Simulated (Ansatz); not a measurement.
The reference is BP in the zinc blende structure (space group F-43m, No. 216; a = 4.5202 Å).

Perturbation: every B is replaced by Be; the structure is relaxed again.

Levels (all Ansatz, a first-principles code, PAW): PBEsol (420 eV, no SOC); r2SCAN (500 eV, without spin-orbit coupling).

The geometry is relaxed with PBEsol.

| Property | Result |
|---|---|
| PBEsol pressure | 0.0 GPa |

With r2SCAN at the same geometry, the pressure goes from zero to 2.0 GPa.

Single points use the geometry relaxed with PBEsol. Their cutoffs differ, which shifts pressures a little. Whether these cells are dynamically stable was not tested. As relaxed here, BeP is a hypothetical phase, not in the database extracts checked. The final runs are not spin-polarised. An odd electron count without spin: BeP.
